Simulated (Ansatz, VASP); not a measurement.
**CsPbBr3 in VASP and in Ansatz**

INCAR

```
PREC = Accurate
ENCUT = 600
EDIFF = 1E-6
ISMEAR = -1
SIGMA = 0.05
LREAL = False
LASPH = True
NELM = 60
ALGO = Fast
ISIF = 3
LWAVE = False
LCHARG = False
GGA = PS
IVDW = 12
IBRION = 2
NSW = 40
EDIFFG = -0.005
```

File KPOINTS:

```
Automatic mesh
0
Gamma
  4 4 4
```

Contents of POSCAR:

```
CsPbBr3
1.0
    5.8700000000      0.0000000000      0.0000000000
    0.0000000000      5.8700000000      0.0000000000
    0.0000000000      0.0000000000      5.8700000000
Pb Cs Br
1 1 3
Direct
    0.5000000000      0.5000000000      0.5000000000
    0.0000000000      0.0000000000      0.0000000000
    0.5000000000      0.5000000000      0.0000000000
    0.5000000000      0.0000000000      0.5000000000
    0.0000000000      0.5000000000      0.5000000000
```

Contents of input.yaml:

```yaml
crystal:
  lattice:
    - [5.87, 0.0, 0.0]
    - [0.0, 5.87, 0.0]
    - [0.0, 0.0, 5.87]
  atoms:
    - { symbol: Pb, position: [0.5, 0.5, 0.5] }
    - { symbol: Cs, position: [0.0, 0.0, 0.0] }
    - { symbol: Br, position: [0.5, 0.5, 0.0] }
    - { symbol: Br, position: [0.5, 0.0, 0.5] }
    - { symbol: Br, position: [0.0, 0.5, 0.5] }
hamiltonian:
  xc: pbesol
  pseudopotentials: { kind: paw }
  dispersion: d3bj
kpoints:
  mp_grid: { grid: [4, 4, 4] }
scf:
  occupations: { method: fermi_dirac, width: 0.05 }
output:
  forces: true
  stress: true
  eigenvalues: true
relax:
  f_tol: 0.01
  max_steps: 40
  cell: { stress_tol: 0.05 }
```

Measurements of this composition are mostly on another form, of space group No. 62.

Alike in both runs: task relaxation of cell and atoms; functional PBEsol; dispersion D3(BJ); k mesh 4 × 4 × 4; occupations fermi-dirac, width 0.05 eV; no spin polarisation.

|  | VASP | Ansatz |
| --- | --- | --- |
| version | VASP 6.6.1 | Ansatz 0.2.0 |
| potentials or method | VASP PAW PBE potentials, release 64 (Pb_d, Cs_sv, Br) | Ansatz PAW |
| plane-wave cutoff (eV) | 600 | 420 |
| valence electrons in the cell | 44 | 44 |

```tsv
	VASP	Ansatz	Ansatz less VASP
gap on the k mesh at the Fermi level, each at its own relaxed structure (eV)	1.28	1.27	-0.009
relaxed volume (Å³/atom)	39.21	39.13	-0.071
relaxed cell length with the largest relative difference (Å)	5.809	5.806	-0.0035
energy change over the relaxation (meV/atom)	-3	-3	-0.1
```

Caveats: spin-orbit coupling is left out, which as a rule narrows the gap of such compounds by several tenths of an eV; the PAW data sets were made with another functional, which shifts forces and pressure a little (VASP); the plane-wave basis is chosen anew once the cell has moved, so the energies of steps on either side of that aren't comparable (Ansatz); the PAW data sets come from PBE, with cores solved anew for the run's functional, which leaves a small shift of forces and pressure (Ansatz). As with any semilocal functional, this PBEsol gap is likely too small. A k mesh can miss the band edges.
